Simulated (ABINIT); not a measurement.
**CaSe in ABINIT: the effect of functional**

The system is CaSe.

```xyz
2
Lattice="0.0000 2.9560 2.9560 2.9560 0.0000 2.9560 2.9560 2.9560 0.0000" Properties=species:S:1:pos:R:3 pbc="T T T"
Se    2.9560    2.9560    2.9560
Ca    0.0000    0.0000    0.0000
```

Alike in all runs:

```yaml
Program: ABINIT 10.8.3 (patched build)
Task: single point
Potentials_or_basis: SG15 NC PBE v1.2
Cutoff: 490 eV
k_mesh: 6 × 6 × 6
Occupations: fixed
Spin: no spin polarisation
```

| functional | gap on the mesh (eV) | pressure (GPa) |
| --- | --- | --- |
| PBEsol | 1.89 | -0.9 |
| PBE | 2.02 | 1.0 |
| HSE06 | ? | ? |

Question: What does the run with functional HSE06 give?

Answer: gap on the mesh 2.94 eV; pressure 0.8 GPa.

Caveats: the potentials were made for another functional, which shifts forces and pressure (some runs); Libxc's HSE differs a little from that of other programs (some runs).

A k mesh can miss the band edges.
